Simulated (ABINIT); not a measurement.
The system is Pt.

```
Pt
1.0
     0.00000    1.96090    1.96090
     1.96090    0.00000    1.96090
     1.96090    1.96090    0.00000
Pt
1
Cartesian
  0.0000 0.0000 0.0000
```

```yaml
Program: ABINIT 10.8.3 (patched build)
Task: single point
Functional: PBEsol
Potentials_or_basis: PseudoDojo NC SR PBEsol v0.4.1 standard
Cutoff: 1143 eV
k_mesh: 12 × 12 × 12
Occupations: fermi-dirac, width 0.05 eV
Spin: no spin polarisation
```

On this cell: pressure -1.2 GPa; band gap on the k mesh none (metal or under the smearing width).

The same run follows on a disturbed copy (cell strained at random at fixed volume):

```
Pt
1.0
    -0.01330    1.93575    1.94453
     1.97104    0.00303    1.92819
     2.00088    1.94926   -0.02681
Pt
1
Direct
  0.98674 0.01995 0.00694
```

**Question.** What changes?

**Answer.** The energy (extrapolated to zero smearing) moves by +2.3 meV/atom; pressure -1.1 GPa; band gap on the k mesh none (metal or under the smearing width).

Stress tensor (GPa, compression positive):
```
-2.08 -0.59  1.34
-0.59 -0.59  0.59
 1.34  0.59 -0.54
```
